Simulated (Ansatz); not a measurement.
# Zn (C2/m) in Ansatz: settings compared, part 2 of 2

Ansatz 0.2.0.

**4. Projected density of states, r2SCAN0**

The input, input.yaml:

```yaml
crystal:
  lattice:
    - [2.2681701736, -1.30848701, 0.0]
    - [2.2681701736, 1.30848701, 0.0]
    - [-1.5917165425, 0.0, 7.3004081919]
  atoms:
    - { symbol: Zn, position: [0.77801786, 0.77801786, 0.33450498] }
    - { symbol: Zn, position: [0.22198214, 0.22198214, 0.66549502] }
    - { symbol: Zn, position: [0.0, 0.0, 0.0] }
hamiltonian:
  xc: r2scan0
  pseudopotentials: { kind: paw }
kpoints:
  mp_grid: { grid: [7, 7, 2] }
scf:
  occupations: { method: fermi_dirac, width: 0.05 }
  n_extra_bands: 7
output:
  forces: true
  stress: true
  eigenvalues: true
  dos: { projected: true, de: 0.05 }
  write_density: true
  write_potential: true
  elf: true
  volumetric_format: npy
```

Potentials or basis: Ansatz PAW.

Command:

```
$ ansatz run input.yaml --threads 2 --pin off --max-ram 5632MiB --backend cpu --events-out ev --progress --plain --runs-dir out
```

Output:

```text
Warning: output.stress: scf.convergence.dr2_threshold = 1e-7 eV (the SCF's general default) is looser than the 3e-10 eV advised for a printed stress (1e-10 eV for each atom of the cell: 3). What an SCF threshold leaves in a stress goes as its square root, and in the free energy as the threshold itself, and one threshold admits the most on a small cell: of the crystals measured, under no hybrid functional and no lock of the moments, on runs that ended without the residual-converged pass, on stresses that held no estimate of that error, the worst erred by over 100 MPa in a component at 1e-7 eV an atom and by under 5 at 1e-10. Set scf.convergence.dr2_threshold to 3e-10 eV or tighter. The threshold is an SCF's pass mark: one that does not reach it within its budget of iterations ends unconverged, or closes short of it on a stop that the run arms, and scf.convergence.dr2_threshold's page says what that costs each kind of run
Warning: output.stress: scf.exx.energy_threshold = 1e-6 eV is looser than the 3e-8 eV advised for a stress under a hybrid functional (1e-8 eV for each atom of the cell: 3). Every SCF of the exchange loop can meet its threshold on dr2 while the loop round them stops early: no threshold on dr2 bounds what that leaves in the stress. Set scf.exx.energy_threshold to 3e-8 eV or tighter. The threshold is the loop's pass mark: a loop that does not reach it within its budget of cycles ends unconverged, and scf.exx.energy_threshold's page has the law
Warning: RAYON_NUM_THREADS=2 ignored (pool sized by the plan → 2); use --threads N
scf.n_extra_bands = 7 over 18 filled bands (N_el = 36.0): the run solves 25 bands
Engine: ansatz 0.2.0, aarch64-unknown-linux-gnu
Pseudopotentials: kind: paw
Pseudopotential: Zn, paw, valence charge 12, recommended cutoff 500 eV (meta_gga), Zn.paw.azcp
Functional definition: r2SCAN0
  parameter a = 0.25
  parameter k0 = 0.174
  parameter k1 = 0.065
  parameter a1 = 4.9479
[... 104 lines left out ...]
  E_vtau       = 6.714511  (kinetic-family band-sum trace: ∫τ·v_τ [+ j·A + Jᵃ·Aᵃ] dr)
  E_ewald      = -3678.606507
  E_core_change = 1.331846  (= ΣΔE_core)
  E_smearing   = -0.002583  (= −TS)
  E_closure    = -0.000000  (closes the sum)
  Σ components = -9972.634028   (vs F -9972.634028, Δ=-1.82e-12)
--- Forces (eV/Å), atoms counted from 1 ---
  atom   1  Zn     0.00713821     0.00000000     0.00798268
  atom   2  Zn    -0.00713821    -0.00000000    -0.00798268
  atom   3  Zn     0.00000000     0.00000000    -0.00000000
  max |Σ_I F_I| component: 2.52e-29 eV/Å
--- Stress (GPa, compression-positive) ---
        1.520578      -0.000000       2.860306
       -0.000000      -0.841926       0.000000
        2.860306       0.000000       1.644410
  P = ⅓ Tr σ = 0.7744 GPa (7.744 kbar)
--- Band table (eV; the first three rows and the last of 32) ---
  k-point 0: bands = ["-1.2905", "0.0233", "0.0269", "0.6497", "0.9153", "0.9167", "0.9341", "0.9365", "0.9703", "0.9731", "1.3395", "1.3466", "1.5185", "1.5221", "1.5298", "1.5311", "2.6801", "2.7277", "13.9447", "14.0135", "27.6888", "31.2511", "32.6726", "32.7709", "32.9872"]
  k-point 1: bands = ["-0.5958", "-0.5577", "0.0283", "0.7729", "0.7731", "0.9165", "0.9168", "0.9394", "0.9432", "0.9615", "0.9634", "1.3991", "1.4070", "1.4072", "1.4196", "1.5780", "1.5816", "6.7392", "7.7058", "21.1326", "21.2213", "32.2614", "32.2848", "32.7807", "33.5258"]
  k-point 2: bands = ["-0.5835", "0.2962", "0.3004", "0.7125", "0.8351", "0.8708", "0.9310", "1.0675", "1.0906", "1.1041", "1.1187", "1.1876", "1.2831", "1.2920", "1.5064", "1.5287", "3.1861", "3.8623", "14.0048", "15.2948", "25.7195", "26.9072", "28.2450", "29.2480", "30.0411"]
  k-point 31: bands = ["0.3025", "0.3458", "0.3648", "0.4848", "0.5121", "0.8247", "0.9945", "1.1964", "1.2414", "1.3704", "1.4030", "1.6014", "1.6385", "1.6638", "1.6708", "8.5269", "9.2461", "10.1085", "13.4014", "13.8327", "14.7708", "20.2330", "20.2984", "20.4911", "21.6525"]
```

dos.tsv:

```text
# E-E_F[eV]	g_bin_mean(E)[states/eV]	N(E)
# format = ansatz-dos/2
# fermi_ev = 11.710756
# fermi_mp_grid = 7 7 2
# fermi_mp_shift = 0 0 0
# tetrahedron_fermi_ev = 11.610854
# g_bin_mean(E): the states in a bin one row spacing wide, centred on E, divided by that spacing. States that the method places at a single energy (under output.dos.method: tetrahedron, those of a tetrahedron whose four corners have one energy) are counted whole in the row whose bin holds that energy (on the edge of two bins, in the lower row). The sum of g_bin_mean over a run of rows, times the row spacing, is the number of states from half a spacing under the first of them to half a spacing over the last (a plain sum, not the trapezoid rule).
-13.501243	0.000000e0	0.000000e0
-13.451243	0.000000e0	0.000000e0
-13.401243	0.000000e0	0.000000e0
-13.351243	0.000000e0	0.000000e0
-13.301243	0.000000e0	0.000000e0
-13.251243	0.000000e0	0.000000e0
[... 710 lines left out ...]
22.298757	0.000000e0	5.000000e1
22.348757	0.000000e0	5.000000e1
```

pdos.tsv:

```text
# format = ansatz-pdos/7
# g_bin_mean(E): the states in a bin one row spacing wide, centred on E, divided by that spacing. States that the method places at a single energy (under output.dos.method: tetrahedron, those of a tetrahedron whose four corners have one energy) are counted whole in the row whose bin holds that energy (on the edge of two bins, in the lower row). The sum of g_bin_mean over a run of rows, times the row spacing, is the number of states from half a spacing under the first of them to half a spacing over the last (a plain sum, not the trapezoid rule).
[... 4032 lines left out ...]
6.398757	8.406929e-4	1.806233e-4	8.574434e-5	1.048229e-4	2.365804e-4	2.329220e-4
6.448757	8.455039e-4	1.773201e-4	8.821925e-5	1.039918e-4	2.43
```

Run time: 45 s. Hardware: 2 threads of Arm Neoverse V2, shared host; peak memory 1.3 GiB.

What came out:

| Quantity | Value |
| --- | --- |
| Free energy | -9972.6340 eV |
| Pressure | 0.8 GPa |
| Largest force | 0.011 eV/Å |
| Band gap on the k mesh | none (metal or under the smearing width) |
| Density of states at the Fermi level | 0.28 states/eV per cell |

Forces in eV/Å, atoms in the order of the input:
```
Zn   0.007  0.000  0.008
Zn  -0.007  0.000 -0.008
Zn   0.000  0.000  0.000
```

Stress tensor (GPa, compression positive):
```
 1.52  0.00  2.86
 0.00 -0.84  0.00
 2.86  0.00  1.64
```

Levels at points of the mesh, in eV from the Fermi level:
| k point | band 16 | band 17 | band 18 | band 19 | band 20 | band 21 |
| --- | --- | --- | --- | --- | --- | --- |
| (0.00, 0.00, 0.00) | -10.18 | -9.03 | -8.98 | 2.23 | 2.30 | 15.98 |
| (0.00, 0.00, -0.50) | -10.13 | -10.13 | -4.97 | -4.00 | 9.42 | 9.51 |

States per cell in windows of 1 eV (zero at the Fermi level; states under -8 eV left out):
```
from (eV)  total  Zn 4s  Zn 3d
     -8.0   0.48   0.37   0.08
     -7.0   0.51   0.39   0.05
     -6.0   0.64   0.44   0.05
     -5.0   0.70   0.44   0.04
     -4.0   0.80   0.46   0.03
     -3.0   0.56   0.28   0.02
     -2.0   0.76   0.25   0.01
     -1.0   0.31   0.09   0.01
      0.0   0.30   0.06   0.00
      1.0   0.70   0.27   0.01
      2.0   0.97   0.27   0.01
      3.0   0.98   0.26   0.01
      4.0   0.85   0.22   0.00
      5.0   0.79   0.14   0.00
      6.0   0.97   0.11   0.00
      7.0   1.11   0.10   0.00
```

Caveat: the k mesh is coarse (spacing up to 0.43 Å⁻¹), so the values aren't converged, least of all with exact exchange; the PAW data sets come from PBE, with cores solved anew for the run's functional, which leaves a small shift of forces and pressure; the density of states is complete only up to the lowest level of the last band computed; the thresholds are loose for stress.

**5. Summary**

| level | cutoff (eV) | gap on the mesh (eV) | pressure (GPa) | largest force (eV/Å) |
| --- | --- | --- | --- | --- |
| HSE06 | 420 | none | 3.7 | - |
| PBE0 | 420 | none | 3.3 | 0.01 |
| r2SCAN0 | 500 | none | 0.8 | 0.01 |

Alike in all rows: task projected density of states; potentials or basis Ansatz PAW; no spin polarisation; cell as given; k mesh 7 × 7 × 2; smearing fermi-dirac 0.05 eV; the mesh is coarse, so values aren't converged.

Caveats: all runs use coarse meshes; the PAW data sets come from PBE, with cores solved anew for the run's functional, which leaves a small shift of forces and pressure; the density of states is complete only up to the lowest level of the last band computed; the thresholds are loose for stress.

Total energies depend on the potentials used, so only differences within one code and one set of settings carry meaning.
